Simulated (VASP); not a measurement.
Given:

```cif
data_Al4Sb4
_chemical_formula_sum 'Al4 Sb4'
_space_group_name_H-M_alt 'F-43m'
_space_group_IT_number 216
_space_group_name_Hall 'F -4 2 3'
_cell_length_a 6.16748
_cell_length_b 6.16748
_cell_length_c 6.16748
_cell_angle_alpha 90.000
_cell_angle_beta 90.000
_cell_angle_gamma 90.000
loop_
_atom_site_label
_atom_site_type_symbol
_atom_site_symmetry_multiplicity
_atom_site_Wyckoff_symbol
_atom_site_fract_x
_atom_site_fract_y
_atom_site_fract_z
_atom_site_occupancy
Al1 Al 4 a 0.00000 0.00000 0.00000 1
Sb1 Sb 4 d 0.75000 0.75000 0.75000 1
```
(The calculation used a cell of 2 atoms; values per cell refer to that cell.)

The numbers are results of r2SCAN+rVV10, VASP's PBE PAW potentials (set 64) (plane waves; VASP), not measurements. Run with 520 eV cut-off, 8×8×8 Γ-centred mesh, Gaussian smearing of 0.050 eV, potentials Al Sb.

Task: Give the energy at these volumes per atom, relative to the lowest: 27.56, 28.44, 29.32, 30.20, 31.08 Å³.

Result: 21.2, 5.0, 0.0, 4.5, 17.0 meV/atom. A third-order Birch-Murnaghan fit gives B0 = 57.4 GPa and B0′ = 4.4.

Measured: bulk modulus 58.2 GPa (computed value off by -1.3 %), as given by Cormac Toher et al., Physical Review Materials (2017), arXiv:1611.05714; a 6.128 Å (computed value off by +0.7 %), as given by Guo-Xu Zhang et al., New Journal of Physics (2018), doi:10.1088/1367-2630/aac7f0 [thermal expansion removed or low-temperature value; zero-point expansion not removed]. The calculation is for a static lattice, while the measured bulk modulus holds thermal and zero-point effects, which are part of the difference.

The compound is AlSb in the zinc blende structure. It was relaxed first.
